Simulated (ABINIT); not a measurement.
Wanted: the native input for an ABINIT 10.8.3 (patched build) run.

| Quantity | Value |
| --- | --- |
| Task | single point |
| Functional | PBEsol |
| Potentials or basis | PseudoDojo NC SR PBEsol v0.4.1 standard |
| Cutoff | 707 eV |
| k mesh | 7 × 7 × 7 |
| Occupations | fermi-dirac, width 0.05 eV |
| Spin | no spin polarisation |

BaS:

```
CELL_PARAMETERS angstrom
0.00000 3.19375 3.19375
3.19375 0.00000 3.19375
3.19375 3.19375 0.00000
ATOMIC_POSITIONS crystal
Ba 0.00000 0.00000 0.00000
S 0.50000 0.50000 0.50000
```

These files were run (other wordings do the same):

run.abi

```
pp_dirpath "./"
pseudos "Ba.upf, S.upf"

acell 3*1.0 Angstrom
rprim
     0.0000000000     3.1937500000     3.1937500000
     3.1937500000     0.0000000000     3.1937500000
     3.1937500000     3.1937500000     0.0000000000
ntypat 2
znucl 56 16
natom 2
typat 1 2
xred
     0.0000000000     0.0000000000     0.0000000000
     0.5000000000     0.5000000000     0.5000000000

ecut 707.496042 eV

kptopt 1
ngkpt 7 7 7
nshiftk 1
shiftk 0.0 0.0 0.0

ixc -116133

nband 12
occopt 3
tsmear 0.05 eV

nstep 100
tolvrs 1.0e-10

iomode 3
prtwf 0
prtden 0
prteig 0
prtebands 0
enunit 2
```

Potentials or basis: PseudoDojo NC SR PBEsol v0.4.1 standard.

Command:

```sh
$ mpirun --bind-to none -np 4 abinit run.abi > log 2>&1
```

Results of the run:

```
Pressure                                              : -0.9 GPa
Band gap on the k mesh                                : 2.08 eV, indirect (least direct gap 2.22 eV)
Valence electrons inside the program's atomic spheres : Ba 5.26; S 3.89
```

Caveat: this set's barium file shifts pressures by 1 GPa against other sets; this release of the barium file is off; spin-orbit coupling is left out, which moves the levels of the heavy elements; an odd mesh through Γ misses points on the zone boundary, where band edges often lie.

Wall time 6.9 s on 4 MPI ranks on Arm Neoverse V1, on a shared host, peak memory 0.28 GiB a rank.
